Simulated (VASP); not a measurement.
# Mo₃Si: convergence, self-consistent run

Mo₃Si, Pmm2 (no. 25), 8 atoms in the cell. LDA; PAW potentials Mo_sv, Si (LDA set). VASP 6.6.1. The cell is changed on purpose: last atom moved by 0.05 Å along z, cell strained by +1.0% along z.

Wanted: energy within 0.5 meV/atom.

What the run is for: energy; Accuracy asked: tight.

POSCAR:
```
SiMo3
1.0
    4.8890000000      0.0000000000      0.0000000000
    0.0000000000      4.8890000000      0.0000000000
    0.0000000000      0.0000000000      4.9378900000
Mo Si
6 2
Direct
    0.0000000000      0.5000000000      0.2500000000
    0.0000000000      0.5000000000      0.7500000000
    0.5000000000      0.2500000000      0.0000000000
    0.7500000000      0.0000000000      0.5000000000
    0.5000000000      0.7500000000      0.0000000000
    0.2500000000      0.0000000000      0.5000000000
    0.5000000000      0.5000000000      0.5000000000
    0.0000000000      0.0000000000      0.0102270400
```

The series start from Plane-wave cutoff (eV): 320; Smearing width (eV): 0.07; k-point mesh: 6 × 6 × 6; Precision mode (PREC): Accurate; Electronic threshold (eV): 1e-6; Bands in all (NBANDS): 62; Electronic algorithm: ALGO=Normal; Density mixing: defaults; Delay and inner steps: defaults. Each series keeps the choices made before it, and each single choice may use up half of a tolerance.

## Plane-wave cutoff (eV)

| Plane-wave cutoff (eV) | Energy less reference (meV/atom) | SCF iterations | Time (s) |
|---|---|---|---|
| 200 | 180.11 | 14 | 10 |
| 240 | 16.66 | 14 | 18 |
| 280 | 0.31 | 14 | 19 |
| 320 | -1.05 | 14 | 28 |
| 370 | 0.99 | 14 | 22 |
| 430 | 0.38 | 14 | 37 |
| 510 | -0.10 | 14 | 41 |
| 640 (reference) | 0.00 | 14 | 67 |

Chosen: 510, the loosest value from which every tighter one stays within half of the tolerance.

## Smearing width (eV)

| Smearing width (eV) | Energy less reference (meV/atom) | SCF iterations | Time (s) |
|---|---|---|---|
| 0.3 | -0.06 | 14 | 37 |
| 0.2 | -0.15 | 14 | 37 |
| 0.15 | -0.19 | 14 | 37 |
| 0.1 | -0.17 | 14 | 38 |
| 0.07 | -0.11 | 14 | 41 |
| 0.04 (reference) | 0.00 | 14 | 38 |

Chosen: 0.3.

## k-point mesh

| k-point mesh | Energy less reference (meV/atom) | SCF iterations | Time (s) |
|---|---|---|---|
| 3 × 3 × 3 | -15.54 | 14 | 7.7 |
| 4 × 4 × 4 | 17.37 | 15 | 20 |
| 5 × 5 × 5 | -7.43 | 14 | 18 |
| 6 × 6 × 6 | 4.53 | 14 | 37 |
| 8 × 8 × 8 | 2.40 | 14 | 70 |
| 9 × 9 × 9 (reference) | 0.00 | 14 | 82 |

Chosen: 9 × 9 × 9; the next looser run is off by more than half of the tolerance, so convergence isn't shown beyond this value.

## Precision mode (PREC)

| Precision mode (PREC) | Energy less reference (meV/atom) | SCF iterations | Time (s) |
|---|---|---|---|
| Low | 0.23 | 14 | 66 |
| SingleN | 0.23 | 14 | 63 |
| Normal | -0.03 | 14 | 60 |
| Accurate (reference) | 0.00 | 14 | 82 |

Chosen: Low.

## Electronic threshold (eV)

| Electronic threshold (eV) | Energy less reference (meV/atom) | SCF iterations | Time (s) |
|---|---|---|---|
| 0.001 | -0.02 | 10 | 42 |
| 0.0001 | 0.00 | 13 | 61 |
| 1e-5 | 0.00 | 13 | 68 |
| 1e-6 | 0.00 | 14 | 66 |
| 1e-7 | 0.00 | 15 | 62 |
| 1e-8 (reference) | 0.00 | 17 | 69 |

Chosen: 0.001.

## Bands in all (NBANDS)

| Bands in all (NBANDS) | Energy less reference (meV/atom) | SCF iterations | Time (s) |
|---|---|---|---|
| 47 | 16.06 | 11 | 37 |
| 48 | -0.20 | 11 | 37 |
| 50 | 0.02 | 11 | 37 |
| 53 | 0.02 | 11 | 39 |
| 62 | 0.00 | 10 | 42 |
| 78 (reference) | 0.00 | 11 | 57 |

Chosen: 48.

## Electronic algorithm

| Electronic algorithm | Energy less reference (meV/atom) | SCF iterations | Time (s) |
|---|---|---|---|
| ALGO=Normal | 0.00 | 11 | 37 |
| ALGO=Fast | 0.18 | 13 | 40 |
| ALGO=VeryFast | 43.09 | 44 | 86 |
| ALGO=All ISEARCH=1 | 0.23 | 18 | 47 |
| ALGO=All ISEARCH=0 | 0.23 | 18 | 49 |
| ALGO=Damped TIME=0.4 | no result | 120 | 210 |
| ALGO=Damped TIME=0.1 | no result | 120 | 208 |

Chosen: ALGO=Normal; no other choice that stays within half of the tolerance saves 30 % of the time.

## Density mixing

| Density mixing | Energy less reference (meV/atom) | SCF iterations | Time (s) |
|---|---|---|---|
| defaults | 0.00 | 11 | 37 |
| WC=0 | -0.01 | 11 | 37 |
| AMIN=0.01 | 0.00 | 11 | 36 |
| AMIX=0.6 | -0.05 | 11 | 36 |
| MIXPRE=2 | -0.01 | 10 | 34 |
| MAXMIX=-10 | 0.00 | 11 | 36 |
| BMIX=2.0 | -0.01 | 10 | 32 |

Chosen: BMIX=2.0; it saves 4.4 s of 37, so defaults would do nearly as well.

## Delay and inner steps

| Delay and inner steps | Energy less reference (meV/atom) | SCF iterations | Time (s) |
|---|---|---|---|
| defaults | 0.00 | 10 | 32 |
| NELMDL=-2 | 0.03 | 8 | 29 |
| NELMDL=-8 | -0.01 | 13 | 39 |
| NELMDL=-12 | -0.01 | 17 | 48 |
| NRMM=2 | 0.26 | 19 | 48 |
| NRMM=6 | -0.01 | 10 | 35 |
| WEIMIN=0.001 | 0.00 | 10 | 34 |

Chosen: NELMDL=-2; it saves 3.6 s of 32, so defaults would do nearly as well.

## All choices together

| Input | Energy less reference (meV/atom) | Time (s) |
|---|---|---|
| the program's defaults (naive) | -2.69 | 1.8 |
| chosen settings | 0.88 | 30 |
| reference settings throughout | 0.00 | 188 |

The tolerance is missed in the energy, so this input isn't good enough yet.

3 cheaper combinations failed this check first and made the worst setting one step tighter.

## The input

INCAR:
```
SYSTEM = SiMo3
  GGA = CA
  ISMEAR = 0
  SIGMA = 0.3
  LWAVE = .False.
  LCHARG = .False.
  ISIF = 2
  PREC = Normal
  LASPH = .True.
  LREAL = .False.
  ALGO = Normal
  EDIFF = 0.001
  NELM = 120
  GGA_COMPAT = .False.
  ENCUT = 510
  KPAR = 4
  NBANDS = 50
  BMIX = 2.0
  NELMDL = -2
```

KPOINTS:
```
Automatic mesh
0
Gamma
  9 9 9
  0 0 0
```

Commands:
```
cat potpaw_LDA.64/Mo_sv/POTCAR potpaw_LDA.64/Si/POTCAR > POTCAR
mpirun -np 4 vasp_std > vasp.out
```

The chosen input took VASP 6.6.1 30 s on 4 cores (Intel Xeon 6975P-C (Granite Rapids)), a shared host.

## An input that fails: too few bands

VASP's message: The number of bands is not sufficient to hold all electrons. I am sorry, but this calculation does not make sense. If you want to calculate only selected states, you need to set either EFERMI or EREF. EREF specifies around which energy states are supposed to be calculated. I found NBANDS = 45, NELECT = ….

Changes against the starting input:
```
- NELM = 120
- NBANDS = 62
+ NELM = 82
+ NBANDS = 45
```
